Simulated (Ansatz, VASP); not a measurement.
**One calculation of AlN, two programs**

The input INCAR:

```
SYSTEM = AlN
PREC = Accurate
ENCUT = 520
EDIFF = 1E-6
ISMEAR = 0
SIGMA = 0.05
LREAL = .FALSE.
LASPH = .TRUE.
NELM = 60
ALGO = Normal
ISIF = 2
LWAVE = .FALSE.
LCHARG = .FALSE.
NBANDS = 16
```

Contents of KPOINTS:

```
Automatic mesh
0
G
  9 9 6
  0 0 0
```

POSCAR

```
AlN
1.0
    3.1142507998      0.0000000000      0.0000000000
   -1.5571253999      2.6970203064      0.0000000000
    0.0000000000      0.0000000000      4.9846160402
Al N
2 2
Direct
    0.3147813304      0.6666666667      0.0015210182
    0.6852186696      0.3333333333      0.5015210182
    0.3498904753      0.6666666667      0.3834789818
    0.6501095247      0.3333333333      0.8834789818
```

Input for Ansatz:

```yaml
crystal:
  lattice:
    - [3.1142507998, 0.0, 0.0]
    - [-1.5571253999, 2.6970203064, 0.0]
    - [0.0, 0.0, 4.9846160402]
  atoms:
    - { symbol: Al, position: [0.3147813304, 0.6666666667, 0.0015210182] }
    - { symbol: Al, position: [0.6852186696, 0.3333333333, 0.5015210182] }
    - { symbol: "N", position: [0.3498904753, 0.6666666667, 0.3834789818] }
    - { symbol: "N", position: [0.6501095247, 0.3333333333, 0.8834789818] }
basis:
  ecutwfc: 520.0
kpoints:
  mp_grid: { grid: [9, 9, 6] }
hamiltonian:
  xc: lda
  pseudopotentials: { kind: paw, azcp: { folder: soft_1 } }
scf:
  occupations: { method: gaussian, width: 0.05 }
output:
  forces: true
  stress: true
  eigenvalues: true
```

Change from the starting cell: mode 4 frozen in at -0.057 Å, equal normal strain along x, y and z +0.0083.

Alike in both runs: task single point; functional LDA; k mesh 9 × 9 × 6; occupations gaussian, width 0.05 eV; no spin polarisation.

|  | VASP | Ansatz |
| --- | --- | --- |
| version | VASP 6.6.1 | Ansatz 0.2.0 |
| potentials or method | VASP PAW LDA potentials, release 64 (Al, N) | scalar-relativistic, plane waves, PAW |
| plane-wave cutoff (eV) | 520 | 520 |
| valence electrons in the cell | 16 | 16 |

```tsv
	VASP	Ansatz	Ansatz less VASP
gap on the k mesh at the Fermi level (eV)	4.16	4.16	-0.007
least direct gap on the mesh (eV)	4.16	4.16	-0.007
pressure (GPa)	-4.5	-5.1	-0.54
largest component of the traceless stress (GPa)	0.32	0.34	+0.015
rms of the force components (eV/Å)	0.149	0.149	+0.0001
```

Atom by atom the forces differ by 0.001 eV/Å (rms over components). Ansatz warned: «pseudo_functional_mismatch».

Caveats: an odd mesh through Γ misses points on the zone boundary, where band edges often lie.
